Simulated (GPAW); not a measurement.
# CuI (P4/nmm) in GPAW: single point with LDA

Aim: the single point of CuI with LDA.

All numbers are computed with GPAW 26.7.0; they aren't measurements. Logs are shortened: lines on timing, memory, paths and dates and some standing lists are left out, and cuts for length are marked. The log counts tension as positive stress, the text compression.

## (1) Starting point

It takes space group P4/nmm (No. 129, tetragonal). Conventional cell: a = 4.090 Å, b = 4.090 Å, c = 6.551 Å, α = 90.00°, β = 90.00°, γ = 90.00°. I (site symmetry 4mm) is surrounded by 4 Cu at 2.65 Å. Cu (site symmetry -4m2) is surrounded by 4 I at 2.65 Å and 4 Cu at 2.89 Å.

Measurements of this composition are mostly on another form, of space group No. 216.

## (2) Single point, LDA

Contents of run.py:

```python
from ase import Atoms
from ase.dft.bandgap import bandgap
from ase.io import write
from ase.units import GPa
from gpaw import GPAW, PW

atoms = Atoms(['I', 'I', 'Cu', 'Cu'],
              cell=[[4.09019619, 0.0, 0.0],
                    [0.0, 4.09019619, 0.0],
                    [0.0, 0.0, 6.55145804]],
              scaled_positions=[[0.0, 0.5, 0.74303436],
                                [0.5, 0.0, 0.25696564],
                                [0.0, 0.0, 0.0],
                                [0.5, 0.5, 0.0]],
              pbc=True)

calc = GPAW(mode=PW(450),
            xc='LDA',
            kpts={'size': (5, 5, 4), 'gamma': True},
            occupations={'name': 'fermi-dirac', 'width': 0.05},
            nbands=34,
            maxiter=120,
            txt='gpaw.txt')
atoms.calc = calc
energy = atoms.get_potential_energy()
forces = atoms.get_forces()
stress = atoms.get_stress()
calc.write('gs.gpw')
write('result.traj', atoms)
print(f'Energy: {energy:.6f} eV')
print('Forces (eV/A):')
print(forces.round(4))
print('Stress (GPa):', (stress / GPa).round(3))
print('Fermi level:', round(calc.get_fermi_level(), 4), 'eV')
print(f'Gap: {bandgap(calc)[0]:.4f} eV, direct: {bandgap(calc, direct=True)[0]:.4f} eV')
```

Potentials or basis: the program's PAW data sets (release 1.2.1) made for this functional, pw.

Command:

```bash
$ OMP_NUM_THREADS=1 python run.py
```

gpaw.txt:

```text
__  _  _
 | _ |_)|_||  |
 |__||  | ||/\| - 26.7.0

Input parameters:
  mode=PW(ecut=450.00000000000006),
  kpts=MonkhorstPack(size=(5, 5, 4), gamma=True),
  maxiter=120,
  nbands=34,
  occupations=Occupations(name='fermi-dirac', width=0.05),
  xc=XC(name='LDA')

Diagonalizing LCAO Hamiltonian
Converting LCAO to pw mode
    .---------.
   /|         |
  / |         |
 *  |         |
 |I |         |
 |  |         |
 |  |         |
 |  |         |
 |  .---------.
 | /  I      /
 |/    Cu   /
 Cu--------*

Atoms  # Å, Bohr magnetons
|   | symbol |        x |        y |        z |    initial magnetic moments |
|---|--------|----------|----------|----------|-----------------------------|
| 0 |      I | 0.000000 | 2.045098 | 4.867958 | ( 0.0000,  0.0000,  0.0000) |
| 1 |      I | 2.045098 | 0.000000 | 1.683500 | ( 0.0000,  0.0000,  0.0000) |
| 2 |     Cu | 0.000000 | 0.000000 | 0.000000 | ( 0.0000,  0.0000,  0.0000) |
| 3 |     Cu | 2.045098 | 2.045098 | 0.000000 | ( 0.0000,  0.0000,  0.0000) |

Unit cell  # Å
| periodic |        x |        y |        z |  lengths |    angles |
|----------|----------|----------|----------|----------|-----------|
|      yes | 4.090196 | 0.000000 | 0.000000 | 4.090196 | 90.000000 |
|      yes | 0.000000 | 4.090196 | 0.000000 | 4.090196 | 90.000000 |
|      yes | 0.000000 | 0.000000 | 6.551458 | 6.551458 | 90.000000 |

Number of symmetries: 8
Symmetry operations  # r_c * U_cc + t_c -> r_c
|   | kind |            matrix            |
|---|------|------------------------------|
| 0 |  E   |  1, 0, 0,  0, 1, 0,  0, 0, 1 |
| 1 |  σ   |  1, 0, 0,  0,-1, 0,  0, 0, 1 |
| 2 |  C2  |  0, 1, 0,  1, 0, 0,  0, 0,-1 |
| 3 |  S4  |  0, 1, 0, -1, 0, 0,  0, 0,-1 |
| 4 |  S4  |  0,-1, 0,  1, 0, 0,  0, 0,-1 |
| 5 |  C2  |  0,-1, 0, -1, 0, 0,  0, 0,-1 |
| 6 |  σ   | -1, 0, 0,  0, 1, 0,  0, 0, 1 |
| 7 |  C2  | -1, 0, 0,  0,-1, 0,  0, 0, 1 |

BZ-sampling:
  Number of BZ points: 100
  Number of IBZ points: 18

  Monkhorst-Pack size: [5, 5, 4]
  Monkhorst-Pack shift: [0.0, 0.0, 0.125]

K-points  # in reciprocal-cell coordinates
|     |                                coordinates |     weight |
|-----|--------------------------------------------|------------|
|   0 | (  0.00000000,   0.00000000,   0.00000000) | 0.01000000 |
|   1 | (  0.00000000,   0.00000000,   0.25000000) | 0.02000000 |
|   2 | (  0.00000000,   0.00000000,   0.50000000) | 0.01000000 |
|   3 | (  0.20000000,   0.00000000,   0.00000000) | 0.04000000 |
|   4 | (  0.20000000,   0.00000000,   0.25000000) | 0.08000000 |
|   5 | (  0.20000000,   0.00000000,   0.50000000) | 0.04000000 |
|   6 | (  0.20000000,   0.20000000,   0.00000000) | 0.04000000 |
|   7 | (  0.20000000,   0.20000000,   0.25000000) | 0.08000000 |
|   8 | (  0.20000000,   0.20000000,   0.50000000) | 0.04000000 |
|   9 | (  0.40000000,   0.00000000,   0.00000000) | 0.04000000 |
| ... |                                            |            |
|  17 | (  0.40000000,   0.40000000,   0.50000000) | 0.04000000 |

Plane wave coefficients: 2398
Cutoff: 450.00000000000006 eV

Spin-components: 1 (collinear spins)
Bands:           34
Projectors:      22
Spin-degeneracy: 2
Datatype:        complex128

Parallelization:
  kpt:    1
  domain: 1
  band:   1

Density:
  Valence electrons: 36.0
  Components: 1
  Grid points: [21 21 35]
  Charge: 0.0  # |e|

Potential:
  Grid points: [21 21 35]

species:
  I:
    name:    Iodine
    Z:       53.0
    valence: 7
    core:    46
    charge:  0.0  # [|e|]
    compensation charges:
      type: gauss
      rc: 0.37  # [Å]
      lmax: 2
    cutoffs:
      filter: 2.06  # [Å]
      core: 2.90  # [Å]
    projectors
    | kind |    occ | energy [eV] | rcut [Å] |
    |------|--------|-------------|----------|
    |   5s |  2.000 |     -17.626 |    1.164 |
    |   5p |  5.000 |      -7.241 |    1.164 |
    |    s |        |       9.585 |    1.164 |
    |    p |        |      19.970 |    1.164 |
    |    d |        |       0.000 |    1.164 |

    Using partial waves for I as LCAO basis

  Cu:
    name:    Copper
    Z:       29.0
    valence: 11
    core:    18
    charge:  0.0  # [|e|]
    compensation charges:
      type: gauss
      rc: 0.33  # [Å]
      lmax: 2
    cutoffs:
      filter: 2.06  # [Å]
      core: 2.43  # [Å]
    projectors
    | kind |    occ | energy [eV] | rcut [Å] |
    |------|--------|-------------|----------|
    |   4s |  1.000 |      -4.857 |    1.164 |
    |   4p |  0.000 |      -0.783 |    1.164 |
    |   3d | 10.000 |      -5.324 |    1.058 |
    |    s |        |      22.354 |    1.164 |
    |    p |        |      26.429 |    1.164 |
    |    d |        |      21.887 |    1.058 |

    Using partial waves for Cu as LCAO basis

Reference energy: -476669.164552  # eV

eigensolver:
  PPCG
  Converge bands: occupied
  niter=2

density mixing:
  MSR1-Mixer
  Pratt-step length: 0.05
  Maximum mixing coefficient: 0.75
  Old densities: 10
  SVD Regularization: 0.005
  Good broyden scale: 1.0
  Trust region scale: 1.0
  Backstep threshold: 4.0
  History deletion threshold: 6.0
  Fourier metric: weight=20.0, sigma=0.015

occupation numbers:
  Fermi-Dirac:
    width: 0.0500  # eV

poisson solver:
  ecut: 3600.0000000000005  # eV

xc functional:
  name: None

convergence criteria:
- Maximum [total energy] change in last 3 cyles: 0.0005 eV / valence electron
- Maximum integral of absolute [dens]ity change: 0.0001 electrons / valence electron
- Maximum integral of absolute [eigenst]ate change: 4e-08 eV^2 / valence electron
maximum number of iterations: 120

SCF iterations
|iter     | |      energy | eigst |  dens |
|---------|-|-------------|-------|-------|
|iter:   1| |  -14.189600 | +0.26 |       |
|iter:   2| |  -13.940989 | -1.88 | -1.25 |
|iter:   3| |  -13.574485 | -1.52 | -1.33 |
|iter:   4| |  -13.557436 | -3.29 | -1.76 |
|iter:   5| |  -13.546892 | -3.37 | -1.98 |
|iter:   6| |  -13.545984c| -4.03 | -2.49 |
|iter:   7| |  -13.545801c| -4.85 | -3.12 |
|iter:   8| |  -13.545798c| -6.60 | -3.54 |
|iter:   9| |  -13.545798c| -6.88 | -3.83 |
|iter:  10| |  -13.545798c| -7.94c| -4.72c|

Converged in 10 steps
Energy contributions relative to reference atoms: (reference = -476669.164552)

Energy contributions:
  Kinetic:          -2.484806
  Coulomb:           0.639411
  Zero:              0.093376
  External:          0.000000
  Xc:              -11.793779
  Entropy:          -0.000000
  Spinorbit:         0.000000
  ----------------------------
  Free energy:     -13.545798
  Extrapolated:    -13.545798

dipole moment: (-28.866490, -28.866490, -28.022148)  # |e|*Ang

Fermi level: 4.840
Eigenvalues  # (at kpt = [0.000, 0.000, 0.000])
| band index |      eig [eV] | occ [0-2] |
|------------|---------------|-----------|
|          0 |        -9.849 |     2.000 |
|        ... |               |           |
|         10 |         2.211 |     2.000 |
|         11 |         2.583 |     2.000 |
|         12 |         2.722 |     2.000 |
|         13 |         2.722 |     2.000 |
|         14 |         2.908 |     2.000 |
|         15 |         3.311 |     2.000 |
[... 8 lines left out ...]
|         24 |        12.536 |     0.000 |
|         25 |        12.873 |     0.000 |
|        ... |               |           |
|         33 |        17.230 |     0.000 |

Gap: 1.408 eV
Transition (v -> c):
  (s=0, k=0, n=17, [0.00, 0.00, 0.00]) -> (s=0, k=0, n=18, [0.00, 0.00, 0.00])
No difference between direct/indirect transitions

Forces  # eV/Ang
|       x |       y |        z |
|---------|---------|----------|
| 0.00000 | 0.00000 |  0.35051 |  # I    0
| 0.00000 | 0.00000 | -0.35051 |  # I    1
| 0.00000 | 0.00000 |  0.00000 |  # Cu   2
| 0.00000 | 0.00000 |  0.00000 |  # Cu   3

Stress tensor  # eV/Ang^3
|         x |        y |         z |
|-----------|----------|-----------|
|  0.025335 | 0.000000 | -0.000000 |
|  0.000000 | 0.025335 |  0.000000 |
| -0.000000 | 0.000000 |  0.023828 |

# Writing to gs.gpw (mode='')
```

Wall time 32 s (1 thread of Arm Neoverse V1, shared host); peak memory 0.18 GiB.

What came out:

* Free energy: -13.5458 eV
* Pressure: -4.0 GPa
* Largest force: 0.351 eV/Å
* Band gap on the k mesh: 1.41 eV, direct

Forces on the atoms (eV/Å):
```
I    0.000  0.000  0.351
I    0.000  0.000 -0.351
Cu   0.000  0.000  0.000
Cu   0.000  0.000  0.000
```

Levels at points of the mesh, in eV from the valence-band top:
| k point | band 15 | band 16 | band 17 | band 18 | band 19 | band 20 | band 21 | band 22 |
| --- | --- | --- | --- | --- | --- | --- | --- | --- |
| (0.00, 0.00, 0.00) | -1.20 | -0.79 | 0.00 | 0.00 | 1.41 | 2.99 | 3.28 | 4.98 |
| (0.00, 0.00, 0.50) | -1.31 | -1.20 | -0.29 | -0.29 | 3.13 | 3.18 | 3.39 | 4.39 |

Caveat: with this Cu data set, volumes or pressures lay over 1.5 % or 2 GPa off other programs in two to four cells of ten; the cutoff is short for stress and forces, so pressures can be off by a GPa or more; spin-orbit coupling is left out, which moves the levels of the heavy elements. Expect the measured gap to be larger: semilocal functionals such as LDA lack the derivative discontinuity.
